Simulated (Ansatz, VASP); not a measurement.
# Ru (free-standing triangular Ru monolayer, spacing 3.288 A): VASP beside Ansatz, part 2 of 2

Wanted: the spread between two codes on one cell, functional and k mesh. The cell is taken from a series of runs on this material, whose earlier steps may have relaxed, scaled, displaced or heated it; both programs get it as it stands.

VASP 6.6.1 and Ansatz 0.2.0.

So far: The structure; Ansatz: single point, PBE, pair 1; VASP: single point, PBE, pair 1.

## 3. VASP: single point, PBE, pair 1 (continued)

Level of this step: PBE, spin-polarised from a ferromagnetic start; plane waves and PAW (Ru_pv) (VASP).

Numbers of over 12 decimals in the logs are rounded to 6 here.

From OUTCAR (step 3):

```text
ion  position               nearest neighbor table
   1  0.000  0.000  0.500-

  LATTYP: Found a hexagonal cell.
 ALAT       =     3.2880000000
 C/A-ratio  =     4.2579075426

 Subroutine GETGRP returns: Found 24 space group operations
 (whereof 24 operations were pure point group operations)

The static configuration has the point symmetry D_6h.

 Found     40 irreducible k-points:

   k-points           NKPTS =     40   k-points in BZ     NKDIM =     40   number of bands    NBANDS=     14

   dimension x,y,z NGX =    24 NGY =   24 NGZ =   96
   dimension x,y,z NGXF=    48 NGYF=   48 NGZF=  192

   ENCUT  =  400.0 eV  29.40 Ry    5.42 a.u.   5.36  5.36 22.83*2*pi/ulx,y,z

   NELECT =      14.0000    total number of electrons

 k-points in reciprocal lattice and weights: Automatic mesh
   0.00000000  0.00000000  0.00000000       0.003
   0.05263158  0.00000000  0.00000000       0.017
   0.10526316  0.00000000  0.00000000       0.017
   0.15789474 -0.00000000  0.00000000       0.017
   0.21052632 -0.00000000  0.00000000       0.017
   0.26315789  0.00000000  0.00000000       0.017
   0.31578947  0.00000000  0.00000000       0.017
   0.36842105 -0.00000000  0.00000000       0.017
   0.42105263 -0.00000000  0.00000000       0.017
[...]
0.36842105  0.26315789  0.00000000       0.017
   0.31578947  0.31578947  0.00000000       0.017

 average (electrostatic) potential at core
       1 -82.0063

 E-fermi :  -2.7559

 spin component 1
 k-point     1 :       0.0000    0.0000    0.0000
  band No.  band energies     occupation
    ...
      5      -4.5939      0.99999
      6      -4.0215      0.99820
      7      -4.0215      0.99820
      8      -3.4868      0.72532
      9      -3.4868      0.72532
     10      -1.2675      0.00000
     11       1.5082      0.00000
     12       2.6532      0.00000
     13       3.1954      0.00000
     14       6.2334      0.00000

 k-point     2 :       0.0526    0.0000    0.0000
  band No.  band energies     occupation
    ...
      5      -4.5781      0.99999
      6      -4.0425      0.99854
      7      -3.9885      0.99750
      8      -3.5496      0.83185
      9      -3.4936      0.73863
     10      -1.1691      0.00000
     11       1.5577      0.00000
     12       2.7103      0.00000
     13       3.2431      0.00000
     14       6.2911      0.00000

 k-point     3 :       0.1053    0.0000    0.0000
  band No.  band energies     occupation
    ...
      5      -4.5308      0.99999
      6      -4.0970      0.99915
      7      -3.8915      0.99342
      8      -3.7098      0.96085
      9      -3.5132      0.77461
     10      -0.9005      0.00000
     11       1.7060      0.00000
     12       2.8806      0.00000
     13       3.3863      0.00000
     14       6.4630      0.00000

 k-point     4 :       0.1579   -0.0000    0.0000
  band No.  band energies     occupation
    ...
      5      -4.4553      0.99998
      6      -4.1511      0.99951
      7      -3.9158      0.99483
      8      -3.7370      0.96992
      9      -3.5432      0.82276
     10      -0.5095      0.00000
     11       1.9536      0.00000
     12       3.1607      0.00000
     13       3.6256      0.00000
     14       6.7455      0.00000

 k-point     5 :       0.2105   -0.0000    0.0000
  band No.  band energies     occupation
    ...
      5      -4.3860      0.99995
      6      -4.1289      0.99938
      7      -4.0936      0.99912
      8      -3.5803      0.87057
      9      -3.5363      0.81241
     10      -0.0295      0.00000
     11       2.3008      0.00000
     12       3.5456      0.00000
     13       3.9616      0.00000
     14       7.1309      0.00000

 k-point     6 :       0.2632    0.0000    0.0000
  band No.  band energies     occupation
    ...
      4      -5.1094      1.00000
      5      -4.3496      0.99993
      6      -4.3262      0.99991
      7      -3.7625      0.97652
      8      -3.6203      0.90935
      9      -3.3057      0.30147
     10       0.5214      0.00000
     11       2.7479      0.00000
     12       4.0280      0.00000
     13       4.3941      0.00000
    ...

  Total       -5.8728779     -5.8728799     -0.0940507      0.0000000      0.0000000      0.0000000
  in kB      -71.7859080    -71.7859318     -1.1496091      0.0000000      0.0000000      0.0000000
  external PRESSURE =     -48.2404830 kB  Pullay stress =       0.0000000 kB

  energy-cutoff  :      400.00
  volume of cell :      131.08
      direct lattice vectors                 reciprocal lattice vectors
     3.288000000  0.000000000  0.000000000     0.304136253  0.175593118  0.000000000
    -1.644000000  2.847492000  0.000000000     0.000000000  0.351186237  0.000000000
     0.000000000  0.000000000 14.000000000     0.000000000  0.000000000  0.071428571

 POSITION                                       TOTAL-FORCE (eV/Angst)
 -----------------------------------------------------------------------------------
      0.00000      0.00000      7.00000         0.000000      0.000000      0.000000
 -----------------------------------------------------------------------------------
    total drift:                               -0.000000     -0.000000      0.000000

  FREE ENERGIE OF THE ION-ELECTRON SYSTEM (eV)
  ---------------------------------------------------
  free  energy   TOTEN  =        -4.7743757424 eV

  energy  without entropy=       -4.6509219756  energy(sigma->0) =       -4.71264886

 total charge
# of ion       s       p       d       tot
------------------------------------------
    1        0.236   6.017   5.861  12.113

 magnetization (x)
# of ion       s       p       d       tot
------------------------------------------
    1        0.020  -0.007   1.464   1.477

[... 6 further parts left out ...]
```

## 4. Side by side

Known differences besides the potentials themselves: VASP starts from the moments at which Ansatz ended; the data sets hold 16 valence electrons in Ansatz (on its PAW soft_1 files) and 14 in VASP; the cutoff is 420 eV in Ansatz and 400 eV in VASP; site moments are counted in spheres of each program's own size. Total energies have different zeros and are not compared.

Compared:

```csv
quantity,Ansatz,VASP,difference
"total moment, fixed by the input (μB)",1.59,1.59,0.00
moment on Ru1 (μB),1.52,1.48,+0.05
```

With vacuum in the cell, a pressure given here is an average over mostly empty space and none of the material.

## 5. Ansatz: single point, PBE, pair 2

With cell and atoms fixed, the geometry can't cause a difference; cores, projectors, grids and the points listed under the comparison can.

The cell is taken from a series of runs on this material, whose earlier steps may have relaxed, scaled, displaced or heated it; both programs get it as it stands.

input.yaml reads:

```yaml
crystal:
  lattice:
    - [3.288, 0.0, 0.0]
    - [-1.644, 2.847492, 0.0]
    - [0.0, 0.0, 14.0]
  atoms:
    - { symbol: Ru, position: [0.0, 0.0, 0.5], spin: 1.818 }
magnetization:
  spin_polarized: true
  initial_magnetization: 1.818
  spin_locking: { lock_magnetization: hard }
kpoints:
  mp_grid: { grid: [19, 19, 1] }
hamiltonian:
  xc: pbe
  pseudopotentials: { kind: paw, azcp: { folder: soft_1 } }
scf:
  occupations: { method: fermi_dirac, width: 0.1 }
  max_iter: 120
  convergence: { dr2_threshold: 1.0e-08 }
  lower_state_search: "off"
basis:
  ecutwfc: 420.0
```

The run is started by

```bash
$ ansatz run input.yaml --threads 1 --pin off --max-ram 2560MiB --backend cpu --events-out ev --progress --plain --runs-dir out
```

Log:

```text
[...]
Crystal: 1 atoms, lattice volume = 131.076 Å³
Basis set: ecut = 420 eV, 2627 PW (Γ)
Bands: 13, of which v1, the nominal top of the filled ones, is band 8 counted from 1 (7 counted from 0)
Symmetry: 24 space group operations
[...]
k-points: 40 of 361
[...]
Starting moments: Σ|m| = 1.818 μB on 1 of 1 site
[...]
Magnetization: 1.8180 μB (8.9090 up, 7.0910 down)
Absolute magnetization: 1.9174 μB (∫|ρ↑−ρ↓|, with the PAW one-centre terms)
[...]
Per-site moments (μB) at R_I (Å): [(1.740318, 1.356300)]
Free energy (F): -5874.338830 eV
[...]
Internal energy: -5874.232556 eV  (E = F + TS)
E sigma→0 (E₀):  -5874.285693 eV
Entropy (-TS):   -0.106274 eV (-106.274 meV/atom)
Fermi energy:    -1.934002 (↑ -2.239836, ↓ -1.628167) eV
[...]
[key lines of the parts left out:]
SCF converged after 9 iterations
```

## 6. VASP: single point, PBE, pair 2

The same cell, functional, mesh and smearing now go to VASP, with its own data sets.

INCAR reads:

```
SYSTEM = Ru
PREC = Accurate
ENCUT = 400
EDIFF = 1E-06
NELM = 200
ISMEAR = -1
SIGMA = 0.1
LREAL = .FALSE.
ALGO = Normal
GGA = PE
NBANDS = 15
ISPIN = 2
MAGMOM = 1.74
LASPH = .TRUE.
LMAXMIX = 4
LORBIT = 11
LWAVE = .FALSE.
LCHARG = .FALSE.
ISIF = 2
NUPDOWN = 1.818
GGA_COMPAT = .FALSE.
KPAR = 2
```

POSCAR reads:

```
Ru
1.0
    3.2880000000      0.0000000000      0.0000000000
   -1.6440000000      2.8474920000      0.0000000000
    0.0000000000      0.0000000000     14.0000000000
Ru
1
Direct
    0.0000000000      0.0000000000      0.5000000000
```

KPOINTS reads:

```
Automatic mesh
0
Gamma
19 19 1
0 0 0
```

PAW data sets: Ru_pv (PBE family, release 64).

The run is started by

```bash
$ mpirun -np 2 vasp_std
```

Log:

```text
[... set-up lines as in an earlier step ...]
 entering main loop
       N       E                     dE             d eps       ncg     rms          rms(c)
DAV:   1     0.418012792975E+02    0.41801E+02   -0.67703E+03  3168   0.550E+02
DAV:   2    -0.388698326649E+01   -0.45688E+02   -0.41931E+02  2925   0.148E+02
DAV:   3    -0.481218509444E+01   -0.92520E+00   -0.89120E+00  2757   0.190E+01
DAV:   4    -0.482782040914E+01   -0.15635E-01   -0.15627E-01  3533   0.214E+00
[...]
DAV:  20    -0.484572929028E+01   -0.17422E-04   -0.52392E-07  2162   0.264E-03    0.551E-04
DAV:  21    -0.484573717101E+01   -0.78807E-05   -0.25128E-07  2029   0.182E-03    0.122E-04
DAV:  22    -0.484573765942E+01   -0.48840E-06   -0.12022E-08  1879   0.474E-04
   1 F= -.48457377E+01 E0= -.47925452E+01  d E =-.106385E+00  mag=     1.8180
```

Parts of OUTCAR (step 6):

```text
  Total       -5.8207269     -5.8207288     -0.0945424     -0.0000000      0.0000000      0.0000000
  in kB      -71.1484511    -71.1484747     -1.1556199     -0.0000000      0.0000000      0.0000000
  external PRESSURE =     -47.8175152 kB  Pullay stress =       0.0000000 kB

 POSITION                                       TOTAL-FORCE (eV/Angst)
 -----------------------------------------------------------------------------------
      0.00000      0.00000      7.00000         0.000000      0.000000      0.000000
 -----------------------------------------------------------------------------------
    total drift:                                0.000000      0.000000      0.000000

  FREE ENERGIE OF THE ION-ELECTRON SYSTEM (eV)
  ---------------------------------------------------
  free  energy   TOTEN  =        -4.8457376594 eV

  energy  without entropy=       -4.7393528345  energy(sigma->0) =       -4.79254525

 magnetization (x)
# of ion       s       p       d       tot
------------------------------------------
    1        0.021  -0.005   1.669   1.684

[... 1 part as in an earlier step ...]

[... 2 further parts left out ...]
[key lines of the parts left out:]
E-fermi :  -2.7198
```

## 7. Side by side

What differs besides the data sets and the points named for the pairs above, as far as they apply: the data sets hold 16 valence electrons in Ansatz (on its PAW soft_1 files) and 14 in VASP. Total energies have different zeros and are not compared.

Compared:

| quantity | Ansatz | VASP | difference |
| --- | --- | --- | --- |
| total moment, fixed by the input (μB) | 1.82 | 1.82 | 0.00 |
| moment on Ru1 (μB) | 1.74 | 1.68 | +0.06 |

With vacuum in the cell, a pressure given here is an average over mostly empty space and none of the material.

## 8. Results

```json
{"difference in moment on Ru1 (single point, PBE, pair 1)": "0.047 μB", "difference in moment on Ru1 (single point, PBE, pair 2)": "0.056 μB"}
```

In words: The difference in moment on Ru1 is 0.047 μB (single point, PBE, pair 1). The data sets hold unlike numbers of valence electrons (16 in Ansatz and 14 in VASP), so part of the differences comes from the potentials. Such differences can come from data sets, numerical settings and the points named under the comparisons, not from the functional's error against experiment.

[Lines on the potential files, build, host, timing and source positions are cut from VASP's logs without a mark.]

[Logs are printed without paths, hosts, clocks, repeated set-up lines and the standing remarks that a program may print on its own settings, such as how far it seeks lower states.]

[Hosts, paths, dates, database ids (printed as entryN), source tags and the programs' standing remarks are cut or masked in the printed files.]
